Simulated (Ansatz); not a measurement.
**TaN (Fm-3m), random displacements**

Level of theory: Ansatz, DFT PBE, scalar-relativistic, plane waves, PAW. Cutoff 420 eV, Γ-centred 12×12×12 k-points, Gaussian smearing of 0.15 eV. Spin–orbit coupling is left out, which can shift energies with elements as heavy as these. No spin polarisation. Energies are free energies at this smearing, counted from the undisturbed cell; pressure is positive in compression.

The starting cell (as given, not relaxed at this level; this rock-salt form isn't the usual structure):

```
CELL_PARAMETERS angstrom
4.35800 0.00000 0.00000
0.00000 -4.35800 0.00000
0.00000 0.00000 -4.35800
ATOMIC_POSITIONS crystal
Ta 0.50000 0.00000 0.00000
Ta 0.00000 0.50000 0.00000
Ta 0.00000 0.00000 0.50000
Ta 0.50000 0.50000 0.50000
N 0.00000 0.50000 0.50000
N 0.50000 0.00000 0.50000
N 0.50000 0.50000 0.00000
N 0.00000 0.00000 0.00000
```

After a displacement of all atoms with no net shift and a strain of the cell, the run gives ΔE = 114.8 meV/atom; stress (xx, yy, zz, yz, xz, xy; compression positive) (31.96, 9.84, 17.55, 0.47, 2.42, 1.70) GPa.

```csv
atom,Fx (eV/Å),Fy,Fz
Ta1,5.076,-0.899,1.233
Ta2,-1.823,-0.286,0.743
Ta3,0.565,1.228,-1.526
Ta4,1.164,-1.317,-2.608
N5,-1.293,-0.953,0.004
N6,-0.570,0.991,-0.374
N7,1.778,1.650,1.861
N8,-4.897,-0.415,0.665
```

**Question.** Which displacements (Å, in the unstrained cell) and strain were applied?

**Answer.**
```tsv
atom	ux	uy	uz
Ta1	-0.16	0.13	0.06
Ta2	0.08	-0.10	0.07
Ta3	0.00	-0.04	-0.03
Ta4	-0.11	0.11	0.00
N5	-0.02	0.05	0.08
N6	0.08	-0.02	0.12
N7	-0.02	-0.03	-0.18
N8	0.15	-0.12	-0.13
```
Strain (Voigt, engineering shear): (-0.0037, 0.0161, 0.0042, -0.0115, -0.0240, 0.0077).

Cost: 1 run of about 2.7 core-minutes, on Intel Xeon 6975P-C (Granite Rapids) (shared hosts).